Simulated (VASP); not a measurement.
Method: PBE GGA with D3 dispersion (Becke-Johnson damping), VASP's PBE PAW potentials (set 64) (plane waves; VASP).

Input for VASP

File POSCAR:
```
Li2O
4.6223040
  0.0000000000   0.5000000092   0.5000000092
  0.5000000092   0.0000000000   0.5000000092
  0.5000000092   0.5000000092   0.0000000000
Li O
2 1
Direct
  0.2500000000   0.2500000000   0.2500000000
  0.7500000000   0.7500000000   0.7500000000
  0.0000000000   0.0000000000   0.0000000000
```

**INCAR**
```
# general
SYSTEM = Li2O
PREC   = Accurate
ENCUT  = 520   # plane-wave cut-off (eV)
LREAL  = F   # projection in real space or not
LASPH  = T   # aspherical one-centre terms

# electronic loop
EDIFF  = 1E-7
NELM   = 100   # most electronic steps
ALGO   = Normal   # blocked Davidson

# smearing
ISMEAR = 0   # Gaussian
SIGMA  = 0.05   # width (eV)

# functional
GGA    = PE
IVDW   = 12

# ions
ISIF   = 2

# output
LWAVE  = F
LCHARG = F
```

**KPOINTS**
```
Automatic mesh
0
Gamma
8 8 8
0 0 0
```

POTCAR, in this order: Li_sv O (PBE.64 set). Program: vasp_std.

Output of the run:

File OUTCAR:
```
 ion  position               nearest neighbor table
   1  0.250  0.250  0.250-   3 2.00   3 2.00   3 2.00   3 2.00   2 2.31   2 2.31   2 2.31   2 2.31
                             2 2.31   2 2.31
   2  0.750  0.750  0.750-   3 2.00   3 2.00   3 2.00   3 2.00   1 2.31   1 2.31   1 2.31   1 2.31
                             1 2.31   1 2.31
   3  0.000  0.000  0.000-   2 2.00   2 2.00   2 2.00   1 2.00   2 2.00   1 2.00   1 2.00   1 2.00
  LATTYP: Found a face centered cubic cell.
 ALAT       =     4.6223040846
 Subroutine PRICEL returns:
 Original cell was already a primitive cell.
 Subroutine GETGRP returns: Found 48 space group operations
The static configuration has the point symmetry O_h .
The dynamic configuration has the point symmetry O_h .
 Subroutine INISYM returns: Found 48 space group operations
 Subroutine IBZKPT returns following result:
 Found     29 irreducible k-points:

 Following reciprocal coordinates:
            Coordinates               Weight
  0.000000  0.000000  0.000000      1.000000
  0.125000  0.000000  0.000000      8.000000
  0.250000  0.000000  0.000000      8.000000
  0.375000  0.000000  0.000000      8.000000
  0.500000  0.000000  0.000000      4.000000
  0.125000  0.125000  0.000000      6.000000
  0.250000  0.125000  0.000000     24.000000
  0.375000  0.125000  0.000000     24.000000
  0.500000  0.125000  0.000000     24.000000
 -0.375000  0.125000  0.000000     24.000000
 -0.250000  0.125000  0.000000     24.000000
 -0.125000  0.125000  0.000000     12.000000
  0.250000  0.250000  0.000000      6.000000
  0.375000  0.250000  0.000000     24.000000
  0.500000  0.250000  0.000000     24.000000
 -0.375000  0.250000  0.000000     24.000000
 -0.250000  0.250000  0.000000     12.000000
  0.375000  0.375000  0.000000      6.000000
  0.500000  0.375000  0.000000     24.000000
 -0.375000  0.375000  0.000000     12.000000
  0.500000  0.500000  0.000000      3.000000
  0.375000  0.250000  0.125000     24.000000
  0.500000  0.250000  0.125000     48.000000
 -0.375000  0.250000  0.125000     24.000000
  0.500000  0.375000  0.125000     24.000000
 -0.375000  0.375000  0.125000     48.000000
 -0.250000  0.375000  0.125000     24.000000
 -0.375000  0.500000  0.125000     12.000000
 -0.250000  0.500000  0.250000      6.000000
   k-points           NKPTS =     29   k-points in BZ     NKDIM =     29   number of bands    NBANDS=     10
   number of dos      NEDOS =    301   number of ions     NIONS =      3
   total plane-waves  NPLWV =  13824
   dimension x,y,z NGX =    24 NGY =   24 NGZ =   24
   dimension x,y,z NGXF=    48 NGYF=   48 NGZF=   48
   ions per type =               2   1
   PREC   = accura    normal or accurate (medium, high low for compatibility)
   ISTART =      0    job   : 0-new  1-cont  2-samecut
   ICHARG =      2    charge: 1-file 2-atom 10-const
   ISPIN  =      1    spin polarized calculation?
   LNONCOLLINEAR =      F non collinear calculations
   LSORBIT =      F    spin-orbit coupling
   INIWAV =      1    electr: 0-lowe 1-rand  2-diag
   ENCUT  =  520.0 eV  38.22 Ry    6.18 a.u.   6.08  6.08  6.08*2*pi/ulx,y,z
   NELM   =    100;   NELMIN=  2; NELMDL= -5     # of ELM steps
   EDIFF  = 0.1E-06   stopping-criterion for ELM
   LREAL  =      F    real-space projection
   NLSPLINE    = F    spline interpolate recip. space projectors
   LMAXMIX     =    2 max onsite mixed and CHGCAR
   VOSKOWN=      0    Vosko Wilk Nusair interpolation
   EDIFFG = 0.1E-05   stopping-criterion for IOM
   NSW    =      0    number of steps for IOM
   NBLOCK =      1;   KBLOCK =      1    inner block; outer block
   IBRION =     -1    ionic relax: 0-MD 1-quasi-New 2-CG
   NFREE  =      0    steps in history (QN), initial steepest desc. (CG)
   ISIF   =      2    stress and relaxation
   ISYM   =      2    0-nonsym 1-usesym 2-fastsym
...
```

File OSZICAR:
```
       N       E                     dE             d eps       ncg     rms          rms(c)
DAV:   1     0.427120675877E+02    0.42712E+02   -0.61404E+03   580   0.130E+03
DAV:   2    -0.107513259799E+02   -0.53463E+02   -0.50324E+02   676   0.235E+02
DAV:   3    -0.160148352809E+02   -0.52635E+01   -0.52392E+01  1052   0.622E+01
DAV:   4    -0.161242202529E+02   -0.10938E+00   -0.10934E+00   750   0.913E+00
DAV:   5    -0.161249225990E+02   -0.70235E-03   -0.70228E-03   872   0.657E-01    0.749E+00
DAV:   6    -0.143812930682E+02    0.17436E+01   -0.97159E+00   582   0.198E+01    0.288E+00
DAV:   7    -0.143482706401E+02    0.33022E-01   -0.23463E-01   660   0.408E+00    0.148E+00
DAV:   8    -0.143477674578E+02    0.50318E-03   -0.59126E-02   688   0.304E+00    0.361E-01
DAV:   9    -0.143466218955E+02    0.11456E-02   -0.70832E-03   718   0.779E-01    0.109E-01
DAV:  10    -0.143471141079E+02   -0.49221E-03   -0.99647E-04   632   0.262E-01    0.516E-02
DAV:  11    -0.143470960746E+02    0.18033E-04   -0.42971E-05   740   0.840E-02    0.114E-02
DAV:  12    -0.143470979299E+02   -0.18553E-05   -0.57359E-06   736   0.240E-02    0.243E-03
DAV:  13    -0.143470980974E+02   -0.16749E-06   -0.81551E-07   780   0.920E-03    0.998E-04
DAV:  14    -0.143470980394E+02    0.58021E-07   -0.26873E-08   460   0.200E-03
   1 F= -.15138222E+02 E0= -.15138222E+02  d E =-.506585E-16
```

OUTCAR:
```
------------------------ aborting loop because EDIFF is reached ----------------------------------------
 Edisp (eV)   -0.79112
  FORCE on cell =-STRESS in cart. coord.  units (eV):
  Direction    XX          YY          ZZ          XY          YZ          ZX
  --------------------------------------------------------------------------------------
  Total      -0.78430    -0.78430    -0.78430    -0.00000     0.00000     0.00000
  in kB     -50.89497   -50.89497   -50.89497    -0.00000     0.00000     0.00000
  external pressure =      -50.89 kB  Pullay stress =        0.00 kB
  volume of cell :       24.69
      direct lattice vectors                 reciprocal lattice vectors
     0.000000000  2.311152042  2.311152042    -0.216342322  0.216342322  0.216342322
     2.311152042  0.000000000  2.311152042     0.216342322 -0.216342322  0.216342322
     2.311152042  2.311152042  0.000000000     0.216342322  0.216342322 -0.216342322
 POSITION                                       TOTAL-FORCE (eV/Angst)
 -----------------------------------------------------------------------------------
      1.15558      1.15558      1.15558         0.000000     -0.000000     -0.000000
      3.46673      3.46673      3.46673        -0.000000      0.000000      0.000000
      0.00000      0.00000      0.00000         0.000000      0.000000      0.000000
 -----------------------------------------------------------------------------------
    total drift:                               -0.000000      0.000000      0.000000
  FREE ENERGIE OF THE ION-ELECTRON SYSTEM (eV)
  ---------------------------------------------------
  free  energy   TOTEN  =       -15.1382223626 eV

  energy  without entropy=      -15.1382223626  energy(sigma->0) =      -15.13822236
```
(Selected blocks of OUTCAR.)

The compound is Li2O in the antifluorite structure. This cell is one point of a volume scan, at 1.06 of the reference volume.
